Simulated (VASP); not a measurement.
# Ta (I4/mmm) in VASP: further runs

Runs on Ta. Level: PBE. Tasks: single point.

Everything below comes from runs of VASP 6.6.1. Logs are shortened: lines on timing, memory, paths and dates and some standing lists are left out, and cuts for length are marked.

### 1 The cell of the first run

The structure is tetragonal, space group I4/mmm (No. 139). The conventional cell has a = 3.385 Å, b = 3.385 Å, c = 3.220 Å, α = 90.00°, β = 90.00°, γ = 90.00°. Around Ta (site symmetry 4/mmm) lie 10 Ta at 2.88 to 3.22 Å.

### 2 Single point, PBE (strain +0.025 along x and y, -0.025 along z, atoms carried along)

INCAR reads:

```
  PREC = Accurate
  ENCUT = 520
  EDIFF = 1E-6
  ISMEAR = 0
  SIGMA = 0.15
  LREAL = False
  LASPH = True
  NELM = 100
  ALGO = Fast
  ISIF = 2
  LWAVE = False
  LCHARG = False
  GGA = PE
  NBANDS = 12
```

KPOINTS reads:

```
regular mesh
0
Gamma
  20 20 20
```

POSCAR reads:

```
Ta
1.0
   -1.6925620000      1.6925620000      1.6099980000
    1.6925620000     -1.6925620000      1.6099980000
    1.6925620000      1.6925620000     -1.6099980000
Ta
1
Direct
    0.0000000000      0.0000000000      0.0000000000
```

Potentials or basis: VASP PAW PBE potentials, release 64 (Ta_pv).

Launch:

```console
$ cat potpaw_PBE.64/Ta_pv/POTCAR > POTCAR
$ mpirun -np 1 vasp_std > vasp.out
```

OUTCAR:

```text
PREC = Accurate
   ENCUT = 520
   EDIFF = 1E-6
   ISMEAR = 0
   LREAL = False
   LASPH = True
   NELM = 100
   ISIF = 2
   GGA = PE

 ion  position               nearest neighbor table
   1  0.000  0.000  0.000-

  LATTYP: Found a body centered tetragonal cell.
 ALAT       =     3.3851240000
 C/A-ratio  =     0.9512195122

  Lattice vectors:

 A1 = (  -1.6925620000,   1.6925620000,   1.6099980000)
 A2 = (   1.6925620000,  -1.6925620000,   1.6099980000)
 A3 = (   1.6925620000,   1.6925620000,  -1.6099980000)

Analysis of symmetry for initial positions (statically):
=====================================================================
 Subroutine PRICEL returns:
 Original cell was already a primitive cell.

 Routine SETGRP: Setting up the symmetry group for a
 body centered tetragonal supercell.

 Subroutine GETGRP returns: Found 16 space group operations
 (whereof 16 operations were pure point group operations)
 out of a pool of 16 trial point group operations.

The static configuration has the point symmetry D_4h.

Analysis of symmetry for dynamics (positions and initial velocities):
=====================================================================
 Subroutine PRICEL returns:
 Original cell was already a primitive cell.

 Routine SETGRP: Setting up the symmetry group for a
 body centered tetragonal supercell.

 Subroutine GETGRP returns: Found 16 space group operations
 (whereof 16 operations were pure point group operations)
 out of a pool of 16 trial point group operations.

The dynamic configuration has the point symmetry D_4h.

 Subroutine INISYM returns: Found 16 space group operations
 (whereof 16 operations are pure point group operations),
 and found     1 'primitive' translations

----------------------------------------------------------------------------------------

                                     Primitive cell

  volume of cell :      18.4491

  direct lattice vectors                    reciprocal lattice vectors
    -1.692562000  1.692562000  1.609998000     0.000000000  0.295410153  0.310559392
     1.692562000 -1.692562000  1.609998000     0.295410153  0.000000000  0.310559392
     1.692562000  1.692562000 -1.609998000     0.295410153  0.295410153  0.000000000

  length of vectors
     2.884722830  2.884722830  2.884722830     0.428619055  0.428619055  0.417773045

  position of ions in fractional coordinates (direct lattice)
     0.000000000  0.000000000  0.000000000

  ion indices of the primitive-cell ions
   primitive index   ion index
                 1           1

----------------------------------------------------------------------------------------

 KPOINTS: regular mesh

Automatic generation of k-mesh.
 Grid dimensions read from file:
 generate k-points for:   20   20   20

 Generating k-lattice:

  Cartesian coordinates                     Fractional coordinates (reciprocal lattice)
     0.000000000  0.014770508  0.015527970     0.050000000 -0.000000000  0.000000000
     0.014770508  0.000000000  0.015527970    -0.000000000  0.050000000  0.000000000
     0.014770508  0.014770508  0.000000000     0.000000000  0.000000000  0.050000000

  Length of vectors
     0.021430953  0.021430953  0.020888652

  Shift w.r.t. Gamma in fractional coordinates (k-lattice)
     0.000000000  0.000000000  0.000000000

 Subroutine IBZKPT returns following result:
 ===========================================

 Found    641 irreducible k-points:

 Following reciprocal coordinates:
            Coordinates               Weight
  0.000000  0.000000  0.000000      1.000000
  0.050000  0.000000 -0.000000      8.000000
  0.100000  0.000000  0.000000      8.000000
  0.150000 -0.000000  0.000000      8.000000
  0.200000  0.000000  0.000000      8.000000
  0.250000 -0.000000  0.000000      8.000000
[... 16 lines left out ...]
 -0.400000  0.050000  0.000000     16.000000
 -0.350000  0.050000  0.000000     16.000000
 [... further k-points ...]
   k-points           NKPTS =    641   k-points in BZ     NKDIM =    641   number of bands    NBANDS=     12
   number of dos      NEDOS =    301   number of ions     NIONS =      1
   total plane-waves  NPLWV =  13824
   dimension x,y,z NGX =    24 NGY =   24 NGZ =   24
   dimension x,y,z NGXF=    48 NGYF=   48 NGZF=   48
   ions per type =               1
   NGX,Y,Z   is equivalent  to a cutoff of  13.83, 13.83, 13.83 a.u.
   NGXF,Y,Z  is equivalent  to a cutoff of  27.66, 27.66, 27.66 a.u.
 SYSTEM =  unknown system
   PREC   = accura    normal or accurate (medium, high low for compatibility)
   ISTART =      0    job   : 0-new  1-cont  2-samecut
   ICHARG =      2    charge: 1-file 2-atom 10-const
   ISPIN  =      1    spin polarized calculation?
   LNONCOLLINEAR =      F non collinear calculations
   LSORBIT =      F    spin-orbit coupling
   LASPH  =      T    aspherical Exc in radial PAW
   ENCUT  =  520.0 eV  38.22 Ry    6.18 a.u.   5.36  5.36  5.36*2*pi/ulx,y,z
   NELM   =    100;   NELMIN=  2; NELMDL= -5     # of ELM steps
   EDIFF  = 0.1E-05   stopping-criterion for ELM
   LREAL  =      F    real-space projection
   EDIFFG = 0.1E-04   stopping-criterion for IOM
   NSW    =      0    number of steps for IOM
   IBRION =     -1    ionic relax: 0-MD 1-quasi-New 2-CG
   NFREE  =      0    steps in history (QN), initial steepest desc. (CG)
   ISIF   =      2    stress and relaxation
   ISYM   =      2    0-nonsym 1-usesym 2-fastsym
   POTIM  = 0.5000    time-step for ionic-motion
   TEBEG  =    0.0;   TEEND  =   0.0 temperature during run
   PSTRESS=    0.0 pullay stress
   NELECT =      11.0000    total number of electrons
   NUPDOWN=      -1.0000    fix difference up-down
   EMIN   =  10.00;   EMAX   =-10.00  energy-range for DOS
   EFERMI =   0.00;   METHOD = LEGACY
   ISMEAR =     0;   SIGMA  =   0.15  broadening in eV -4-tet -1-fermi 0-gaus
   EFERMI_NEDOS =   21; number of points for ismear=-14 and -15
   IALGO  =     68    algorithm
   IMIX   =      4    mixing-type and parameters
     AMIX     =   0.40;   BMIX     =  1.00
     AMIX_MAG =   1.60;   BMIX_MAG =  1.00
  volume/ion in A,a.u.               =      18.45       124.50
  Fermi-wavevector in a.u.,A,eV,Ry     =   1.377889  2.603833 25.831722  1.898578
  Thomas-Fermi vector in A             =   2.503001
   LORBIT       =      0    0 simple, 1 ext, 2 COOP (PROOUT), +10 PAW based schemes
   GGA     = PE    functional components
   LHFCALC =     F    Hartree Fock is set to
   AEXX    =    0.0000 exact exchange contribution
   IVDW    =     0    specifies the selected vdW correction
   LEPSILON=     F    determine dielectric tensor
   LRPA    =     F    only Hartree local field effects (RPA)
 non-spin polarized calculation
 RMM-DIIS sequential band-by-band and
 Gauss-broadening in eV      SIGMA  =   0.15
  energy-cutoff  :      520.00
  volume of cell :       18.45
 maximum number of plane-waves:       514
 NGX is ok and might be reduce to    24
   NGX = 11   NGY = 11   NGZ = 11

 number of electron      11.0000001 magnetization

 Free energy of the ion-electron system (eV)
  ---------------------------------------------------
  ext. energy  EPLUGINS =         0.00000000
  ---------------------------------------------------
  free energy    TOTEN  =       -11.80967948 eV

  energy without entropy =      -11.79411750  energy(sigma->0) =      -11.80189849

 E-fermi :   5.3022     XC(G=0): -12.4956

 val. band max:        5.3016859371   @ k =   0.4500   0.3500   0.0500
 cond. band min:       5.3025066338   @ k =  -0.2000   0.2000   0.0500
 fundamental gap:      0.0008206968
 Fermi energy:         5.3021657617

 k-point     1 :       0.0000    0.0000    0.0000
  band No.  band energies     occupation
      1     -27.8788      2.00000
      2     -27.8788      2.00000
      3     -27.8654      2.00000
      4      -2.5296      2.00000
      5       5.6276      0.00215
      6       6.2630      0.00000
      7       6.2630      0.00000
      8       8.7550      0.00000
      9       9.6252      0.00000
     10      19.9119      0.00000
     11      19.9119      0.00000
     12      20.8361      0.00000

 k-point     2 :       0.0500    0.0000   -0.0000
  band No.  band energies     occupation
      1     -27.9021      2.00000
      2     -27.8880      2.00000
      3     -27.8716      2.00000
      4      -2.4184      2.00000
      5       5.6398      0.00146
      6       6.2353      0.00000
      7       6.2811      0.00000
      8       8.7400      0.00000
      9       9.5289      0.00000
     10      20.1116      0.00000
     11      20.1142      0.00000
     12      21.0130      0.00000

 k-point     3 :       0.1000    0.0000    0.0000
  band No.  band energies     occupation
      1     -27.9837      2.00000
      2     -27.9146      2.00000
      3     -27.8747      2.00000
      4      -2.0938      2.00000
      5       5.5608      0.01474
      6       6.1291      0.00000
      7       6.4641      0.00000
      8       8.6978      0.00000
      9       9.3352      0.00000
     10      20.5551      0.00000
     11      20.6932      0.00000
     12      21.5518      0.00000

 k-point     4 :       0.1500   -0.0000    0.0000
  band No.  band energies     occupation
      1     -28.1103      2.00000
      2     -27.9557      2.00000
      3     -27.8778      2.00000
      4      -1.5832      2.00000
      5       5.3126      0.92169
      6       5.9036      0.00000
      7       6.9227      0.00000
      8       8.6646      0.00000
      9       9.2101      0.00000
     10      20.9170      0.00000
     11      21.6121      0.00000
     12      22.1675      0.00000

 k-point     5 :       0.2000    0.0000    0.0000
  band No.  band energies     occupation
      1     -28.2664      2.00000
      2     -28.0071      2.00000
      3     -27.8816      2.00000
      4      -0.9374      2.00000
      5       4.9768      1.99784
      6       5.5824      0.00824
      7       7.6094      0.00000
      8       8.7185      0.00000
      9       9.2090      0.00000
     10      19.9040      0.00000
     11      20.8733      0.00000
     12      22.8114      0.00000
[... 228 lines left out ...]
      1     -28.9389      2.00000
      2     -28.2470      2.00000
      3     -27.9095      2.00000
      4       1.1153      2.00000
      5       3.6555      2.00000
      6       6.6839      0.00000
      7       9.1598      0.00000
      8      10.4237      0.00000
      9      12.8811      0.00000
     10      16.6555      0.00000
     11      17.3188      0.00000
     12      21.3925      0.00000

 k-point    22 :      -0.4500    0.0500   -0.0000
  band No.  band energies     occupation
      1     -28.8907      2.00000
      2     -28.2295      2.00000
      3     -27.9072      2.00000
      4       1.0965      2.00000
      5       3.7450      2.00000
      6       6.2049      0.00000
      7       9.2370      0.00000
      8      10.1961      0.00000
      9      12.2572      0.00000
     10      17.1119      0.00000
     11      17.9196      0.00000
     12      19.9145      0.00000

 k-point    23 :      -0.4000    0.0500    0.0000
  band No.  band energies     occupation
      1     -28.7994      2.00000
      2     -28.1957      2.00000
      3     -27.9038      2.00000
      4       0.9906      2.00000
      5       3.9162      2.00000
      6       5.5976      0.00535
      7       9.2550      0.00000
      8       9.8766      0.00000
      9      11.2776      0.00000
     10      17.8088      0.00000
     11      19.0393      0.00000
     12      19.9207      0.00000

 k-point    24 :      -0.3500    0.0500    0.0000
  band No.  band energies     occupation
      1     -28.6724      2.00000
      2     -28.1488      2.00000
      3     -27.8996      2.00000
      4       0.6870      2.00000
      5       4.1598      2.00000
      6       5.1953      1.68611
      7       9.0987      0.00000
      8       9.6150      0.00000
      9      10.1989      0.00000
     10      18.6865      0.00000
     11      19.8921      0.00000
     12      20.4683      0.00000

 [... further k-points ...]
[... 5 lines left out ...]
  --------------------------------------------------------------------------------------
  -------------------------------------------------------------------------------------
  Total       -0.3414386     -0.3414386      0.2277842      0.0000000      0.0000000     -0.0000000
  in kB      -29.6516358    -29.6516358     19.7815215      0.0000000      0.0000000     -0.0000000
  external PRESSURE =     -13.1739167 kB  Pullay stress =       0.0000000 kB

 VOLUME and BASIS-vectors are now :
 -----------------------------------------------------------------------------
  energy-cutoff  :      520.00
  volume of cell :       18.45
      direct lattice vectors                 reciprocal lattice vectors
    -1.692562000  1.692562000  1.609998000     0.000000000  0.295410153  0.310559392
     1.692562000 -1.692562000  1.609998000     0.295410153  0.000000000  0.310559392
     1.692562000  1.692562000 -1.609998000     0.295410153  0.295410153  0.000000000

 POSITION                                       TOTAL-FORCE (eV/Angst)
 -----------------------------------------------------------------------------------
      0.00000      0.00000      0.00000         0.000000      0.000000     -0.000000
 -----------------------------------------------------------------------------------
    total drift:                                0.000000     -0.000000     -0.000000

  FREE ENERGIE OF THE ION-ELECTRON SYSTEM (eV)
  ---------------------------------------------------
  free  energy   TOTEN  =       -11.8096794802 eV

  energy  without entropy=      -11.7941174985  energy(sigma->0) =      -11.80189849
```

Wall time 40 s (1 thread of Intel Xeon 6975P-C (Granite Rapids), shared host); peak memory 0.25 GiB.

What came out:

* Free energy: -11.8097 eV
* Pressure: -1.3 GPa
* Band gap on the k mesh: none (metal or under the smearing width)

The run has no spin-orbit coupling, so splittings on Ta are missing.

(Part 1 of 2 ends here.)
